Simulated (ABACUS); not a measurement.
Li2S:

```xyz
3
Lattice="0.0000 2.8445 2.8445 2.8445 0.0000 2.8445 2.8445 2.8445 0.0000" Properties=species:S:1:pos:R:3 pbc="T T T"
S     0.0000    0.0000    0.0000
Li    4.2668    4.2668    4.2668
Li    1.4223    1.4223    1.4223
```

Base run:

* Program: ABACUS 3.10.1
* Functional: PBE
* Potentials or basis: PseudoDojo NC SR 0.4.1 PBE standard
* Cutoff: 1361 eV
* Density cutoff: 5442 eV
* Basis: DZP LCAO (the cutoffs set its grid)
* k mesh: 8 × 8 × 8
* Occupations: fermi-dirac, width 0.05 eV
* Spin: no spin polarisation

Its results: band gap on the k mesh 4.16 eV, indirect (least direct gap 4.73 eV); pressure 1.2 GPa.

The run is repeated on the same cell with these changes: basis from DZP LCAO (the cutoffs set its grid) to TZDP LCAO (the cutoffs set its grid); orbital files from S S_confined-atom_7au_2s2p1d.orb, Li Li_confined-atom_8au_3s1p.orb to S S_confined-atom_7au_3s3p2d1f.orb, Li Li_confined-atom_8au_4s2p1d.orb. What comes out?

Band gap on the k mesh 3.41 eV, indirect (least direct gap 4.39 eV); pressure 0.5 GPa.

Caveats: the atomic orbitals were generated for these runs and aren't a published set; the basis of atomic orbitals isn't converged, which shifts pressures, moduli and gaps.

A k mesh can miss the band edges.
